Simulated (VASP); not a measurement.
# KI (Fm-3m) in VASP: further runs, part 2 of 2

VASP 6.6.1. The steps go on from the part before.

## (3) Relaxation of cell and atoms, RPBE

This run uses another cell than the first one, of 44.09 Å³/atom, 0.949 times its volume.

INCAR reads:

```
SYSTEM = KI
PREC = Accurate ; ENCUT = 600
EDIFF = 1E-6 ; ISMEAR = 0
SIGMA = 0.03 ; LREAL = .FALSE.
LASPH = .TRUE. ; NELM = 80
ALGO = Normal ; ISIF = 3
LWAVE = .FALSE. ; LCHARG = .FALSE.
GGA = RP ; IBRION = 2
NSW = 90 ; EDIFFG = -0.01
```

KPOINTS reads:

```
regular mesh
0
G
  8 8 8
  0 0 0
```

POSCAR reads:

```
KI
1.0
    0.0000000000      3.5327750000      3.5327750000
    3.5327750000      0.0000000000      3.5327750000
    3.5327750000      3.5327750000      0.0000000000
K I
1 1
Direct
    0.0000000000      0.0000000000      0.0000000000
    0.5000000000      0.5000000000      0.5000000000
```

Potentials or basis: VASP PAW PBE potentials, release 64 (K_sv, I).

Run with:

```bash
cat potpaw_PBE.64/K_sv/POTCAR potpaw_PBE.64/I/POTCAR > POTCAR
mpirun -np 1 vasp_std > vasp.out
```

OUTCAR:

```text
SYSTEM = KI
   PREC = Accurate
   ENCUT = 600
   EDIFF = 1E-6
   ISMEAR = 0
   LREAL = .FALSE.
   LASPH = .TRUE.
   NELM = 80
   ISIF = 3
   GGA = RP
   IBRION = 2
   NSW = 90
   EDIFFG = -0.01

 ion  position               nearest neighbor table
   1  0.000  0.000  0.000-   2 3.53   2 3.53   2 3.53   2 3.53   2 3.53   2 3.53
   2  0.500  0.500  0.500-   1 3.53   1 3.53   1 3.53   1 3.53   1 3.53   1 3.53

  LATTYP: Found a face centered cubic cell.
 ALAT       =     7.0655500000

  Lattice vectors:

 A1 = (   0.0000000000,   3.5327750000,   3.5327750000)
 A2 = (   3.5327750000,   0.0000000000,   3.5327750000)
 A3 = (   3.5327750000,   3.5327750000,   0.0000000000)

Analysis of symmetry for initial positions (statically):
=====================================================================
 Subroutine PRICEL returns:
 Original cell was already a primitive cell.

 Routine SETGRP: Setting up the symmetry group for a
 face centered cubic supercell.

 Subroutine GETGRP returns: Found 48 space group operations
 (whereof 48 operations were pure point group operations)
 out of a pool of 48 trial point group operations.

The static configuration has the point symmetry O_h .

Analysis of symmetry for dynamics (positions and initial velocities):
=====================================================================
 Subroutine PRICEL returns:
 Original cell was already a primitive cell.

 Routine SETGRP: Setting up the symmetry group for a
 face centered cubic supercell.

 Subroutine GETGRP returns: Found 48 space group operations
 (whereof 48 operations were pure point group operations)
 out of a pool of 48 trial point group operations.

The dynamic configuration has the point symmetry O_h .

 Subroutine INISYM returns: Found 48 space group operations
 (whereof 48 operations are pure point group operations),
 and found     1 'primitive' translations

----------------------------------------------------------------------------------------
[... 138 lines left out ...]
  ext. energy  EPLUGINS =         0.00000000
  ---------------------------------------------------
  free energy    TOTEN  =        -5.20101825 eV

  energy without entropy =       -5.20101825  energy(sigma->0) =       -5.20101825

------------------------ aborting loop because EDIFF is reached ----------------------------------------

  FORCE on cell =-STRESS in cart. coord.  units (eV):
  Direction    XX          YY          ZZ          XY          YZ          ZX
  --------------------------------------------------------------------------------------
  -------------------------------------------------------------------------------------
  Total        0.9770495      0.9770495      0.9770495      0.0000000      0.0000000     -0.0000000
  in kB       17.7520781     17.7520781     17.7520781      0.0000000      0.0000000     -0.0000000
  external PRESSURE =      17.7520781 kB  Pullay stress =       0.0000000 kB
[... 95 lines left out ...]
--------------------------------------- Ionic step        4  -------------------------------------------

 number of electron      15.9999998 magnetization

 Free energy of the ion-electron system (eV)
  ---------------------------------------------------
  ext. energy  EPLUGINS =         0.00000000
  ---------------------------------------------------
  free energy    TOTEN  =        -5.27015492 eV

  energy without entropy =       -5.27015492  energy(sigma->0) =       -5.27015492

 E-fermi :  -0.8538     XC(G=0):  -6.3007

 val. band max:       -0.9889525624   @ k =   0.0000   0.0000   0.0000
 cond. band min:       2.9541177982   @ k =   0.0000   0.0000   0.0000
 fundamental gap:      3.9430703606
 Fermi energy:        -0.8538112817

 k-point     1 :       0.0000    0.0000    0.0000
  band No.  band energies     occupation
      1     -29.9085      2.00000
      2     -13.3354      2.00000
      3     -13.3354      2.00000
      4     -13.3354      2.00000
      5     -11.2520      2.00000
      6      -0.9890      2.00000
      7      -0.9890      2.00000
      8      -0.9890      2.00000
      9       2.9541      0.00000
     10       5.6929      0.00000
     11       5.6929      0.00000
     12       5.6929      0.00000
[... 331 lines left out ...]
 k-point    24 :      -0.3750    0.2500    0.1250
  band No.  band energies     occupation
      1     -29.9076      2.00000
      2     -13.3753      2.00000
      3     -13.3436      2.00000
      4     -13.3397      2.00000
      5     -11.1319      2.00000
      6      -1.7953      2.00000
      7      -1.3760      2.00000
      8      -1.2559      2.00000
      9       5.1034      0.00000
     10       5.9146      0.00000
     11       6.0413      0.00000
     12       7.1161      0.00000

 [... further k-points ...]

------------------------ aborting loop because EDIFF is reached ----------------------------------------

  FORCE on cell =-STRESS in cart. coord.  units (eV):
  Direction    XX          YY          ZZ          XY          YZ          ZX
  --------------------------------------------------------------------------------------
  -------------------------------------------------------------------------------------
  Total        0.0095162      0.0095162      0.0095162      0.0000000      0.0000000     -0.0000000
  in kB        0.1489139      0.1489139      0.1489139      0.0000000      0.0000000     -0.0000000
  external PRESSURE =       0.1489139 kB  Pullay stress =       0.0000000 kB
[... 17 lines left out ...]
  FREE ENERGIE OF THE ION-ELECTRON SYSTEM (eV)
  ---------------------------------------------------
  free  energy   TOTEN  =        -5.2701549165 eV

  energy  without entropy=       -5.2701549165  energy(sigma->0) =       -5.27015492

 reached required accuracy - stopping structural energy minimisation
```

CONTCAR:

```text
KI
   1.00000000000000
     0.0000000000000000    3.7130979993246083    3.7130979993246083
     3.7130979993246083    0.0000000000000000    3.7130979993246083
     3.7130979993246083    3.7130979993246083   -0.0000000000000000
  K               I
     1     1
Direct
     1.0000000000000000    0.0000000000000000    0.0000000000000000
     0.5000000000000000    0.5000000000000000    0.5000000000000000

  0.00000000E+00  0.00000000E+00  0.00000000E+00
  0.00000000E+00  0.00000000E+00  0.00000000E+00
```

It took 77 s on 1 thread of Intel Xeon Platinum 8488C (Sapphire Rapids), shared host; peak memory 0.27 GiB.

Results:

| Property | Result |
| --- | --- |
| Free energy | -5.2702 eV |
| Relaxed volume | 51.19 Å³/atom |
| Relaxed cell | a = 5.251 Å, b = 5.251 Å, c = 5.251 Å, α = 60.00°, β = 60.00°, γ = 60.00° |
| Space group after relaxing (to 0.05 Å) | Fm-3m (No. 225) |
| Energy gained by relaxing | 34.6 meV/atom |
| Ionic steps | 4 |
| Pressure after relaxing | 0.0 GPa |
| Band gap on the k mesh | 3.94 eV, direct |

The path:
| step | energy change (eV) | largest force (eV/Å) | pressure (GPa) | volume (Å³) |
| --- | --- | --- | --- | --- |
| 1 | 0.0000 | 0.0000 | 1.78 | 88.18 |
| 2 | -0.0504 | 0.0000 | 0.81 | 94.56 |
| 3 | -0.0685 | 0.0000 | 0.13 | 101.01 |
| 4 | -0.0691 | 0.0000 | 0.01 | 102.39 |

Final structure:
```
K I
1.0
     0.00000    3.71310    3.71310
     3.71310    0.00000    3.71310
     3.71310    3.71310    0.00000
K I
1 1
Direct
  0.00000 0.00000 0.00000
  0.50000 0.50000 0.50000
```

Caveat: the volume moved by over 15 % at a fixed basis, so the end points are rough; the PAW data sets were made with another functional, which shifts forces and pressure a little; spin-orbit coupling is left out, which moves the levels of the heavy elements; the volume moved by +16 % from the deposited cell, more than functionals usually miss. RPBE and its kin give volumes clearly too large for solids.

## (4) Relaxation of cell and atoms, RPBE

This run uses another cell than the first one, of 51.19 Å³/atom, 1.102 times its volume.

INCAR reads:

```
SYSTEM = KI
PREC = Accurate ; ENCUT = 600
EDIFF = 1E-7 ; ISMEAR = 0
SIGMA = 0.03 ; LREAL = .FALSE.
LASPH = .TRUE. ; NELM = 80
ALGO = Normal ; ISIF = 3
LWAVE = .FALSE. ; LCHARG = .FALSE.
GGA = RP ; IBRION = 2
NSW = 90 ; EDIFFG = -0.005
```

KPOINTS is that of step 3.

POSCAR reads:

```
KI                                      
1.0
    0.0000000000      3.7130979993      3.7130979993
    3.7130979993      0.0000000000      3.7130979993
    3.7130979993      3.7130979993     -0.0000000000
  K               I             
     1     1
Direct
     1.0000000000000000    0.0000000000000000    0.0000000000000000
     0.5000000000000000    0.5000000000000000    0.5000000000000000
```

Run with:

```bash
cat potpaw_PBE.64/K_sv/POTCAR potpaw_PBE.64/I/POTCAR > POTCAR
mpirun -np 1 vasp_std > vasp.out
```

It took 49 s on 1 thread of Intel Xeon Platinum 8488C (Sapphire Rapids), shared host; peak memory 0.29 GiB.

It converged, with:

- Free energy: -5.2710 eV
- Relaxed volume: 51.24 Å³/atom
- Relaxed cell: a = 5.253 Å, b = 5.253 Å, c = 5.253 Å, α = 60.00°, β = 60.00°, γ = 60.00°
- Space group after relaxing (to 0.05 Å): Fm-3m (No. 225)
- Energy gained by relaxing: 0.0 meV/atom
- Ionic steps: 2
- Pressure after relaxing: 0.0 GPa
- Band gap on the k mesh: 3.94 eV, direct

Final structure:
```
K I
1.0
     0.00000    3.71427    3.71427
     3.71427    0.00000    3.71427
     3.71427    3.71427    0.00000
K I
1 1
Direct
  0.00000 0.00000 0.00000
  0.50000 0.50000 0.50000
```

Levels at points of the mesh, in eV from the valence-band top:
```csv
k point,band 4,band 5,band 6,band 7,band 8,band 9,band 10,band 11,band 12
"(0.00, 0.00, 0.00)",-12.35,-10.26,0.00,0.00,0.00,3.94,6.68,6.68,6.68
"(0.50, 0.00, 0.00)",-12.35,-10.13,-0.96,-0.22,-0.22,5.61,7.43,8.00,8.00
"(0.50, 0.50, 0.00)",-12.36,-10.17,-0.74,-0.28,-0.28,5.35,5.65,8.00,8.35
```

Caveat: the PAW data sets were made with another functional, which shifts forces and pressure a little; spin-orbit coupling is left out, which moves the levels of the heavy elements. RPBE gaps usually lie below the measured ones, often by a third to a half.

## (5) Relaxation of cell and atoms, PBEsol

This run uses another cell than the first one, of 44.09 Å³/atom, 0.949 times its volume.

INCAR reads:

```
SYSTEM = KI
PREC = Accurate
ENCUT = 600
EDIFF = 1E-6
ISMEAR = 0
SIGMA = 0.03
LREAL = .False.
LASPH = .True.
NELM = 80
ALGO = Normal
ISIF = 3
LWAVE = .False.
LCHARG = .False.
GGA = PS
IBRION = 2
NSW = 90
EDIFFG = -0.01
KPAR = 4
```

KPOINTS reads:

```
Automatic mesh
0
Gamma
  8 8 8
  0 0 0
```

POSCAR reads:

```
KI
1.0
    0.0000000000      3.5327750000      3.5327750000
    3.5327750000      0.0000000000      3.5327750000
    3.5327750000      3.5327750000      0.0000000000
K I
1 1
Direct
    0.0000000000      0.0000000000      0.0000000000
    0.5000000000      0.5000000000      0.5000000000
```

Run with:

```bash
cat potpaw_PBE.64/K_sv/POTCAR potpaw_PBE.64/I/POTCAR > POTCAR
mpirun -np 4 vasp_std > vasp.out
```

Run time: 34 s. Hardware: 4 MPI ranks of AMD EPYC 9R45 (Zen 5), shared host; peak memory 0.23 GiB.

Results (log left out):

```
Free energy                            : -5.8161 eV
Relaxed volume                         : 43.17 Å³/atom
Relaxed cell                           : a = 4.961 Å, b = 4.961 Å, c = 4.961 Å, α = 60.00°, β = 60.00°, γ = 60.00°
Space group after relaxing (to 0.05 Å) : Fm-3m (No. 225)
Energy gained by relaxing              : 0.7 meV/atom
Ionic steps                            : 5
Pressure after relaxing                : 0.0 GPa
Band gap on the k mesh                 : 3.86 eV, direct
```

The path:
```tsv
step	energy change (eV)	largest force (eV/Å)	pressure (GPa)	volume (Å³)
1	0.0000	0.0000	-0.24	88.18
2	-0.0010	0.0000	-0.13	87.36
3	-0.0013	0.0000	-0.07	86.85
4	-0.0013	0.0000	0.07	85.83
5	-0.0015	0.0000	-0.01	86.35
```

Final structure:
```
K I
1.0
     0.00000    3.50812    3.50812
     3.50812    0.00000    3.50812
     3.50812    3.50812    0.00000
K I
1 1
Direct
  0.00000 0.00000 0.00000
  0.50000 0.50000 0.50000
```

Levels at points of the mesh, in eV from the valence-band top:
```csv
k point,band 6,band 7,band 8,band 9,band 10,band 11
"(0.00, 0.00, 0.00)",0.00,0.00,0.00,3.86,6.42,6.42
"(0.50, 0.00, 0.00)",-1.40,-0.36,-0.36,5.40,7.67,8.11
"(0.50, 0.50, 0.00)",-1.05,-0.39,-0.39,4.79,5.72,8.09
```

Caveat: the PAW data sets were made with another functional, which shifts forces and pressure a little; spin-orbit coupling is left out, which moves the levels of the heavy elements. A k mesh can miss the band edges.

## (6) Summary

```tsv
level	gap on the mesh (eV)	pressure (GPa)	relaxed volume (Å³/atom)
PBE	3.85	0.0	-
RPBE	3.94	0.0	51.24
PBEsol	3.86	0.0	43.17
```

Alike in all rows: task relaxation of cell and atoms; potentials or basis VASP PAW PBE potentials, release 64 (K_sv, I); no spin polarisation; cell relaxed; k mesh 8 × 8 × 8; cutoff (eV) 600; smearing gaussian 0.03 eV.

Caveats: spin-orbit coupling is left out, which moves the levels of the heavy elements; the PAW data sets were made with another functional, which shifts forces and pressure a little (some runs); the relaxation stopped at its first step, so nothing moved (some runs).

Absolute energies hang on the potentials; compare differences alone.
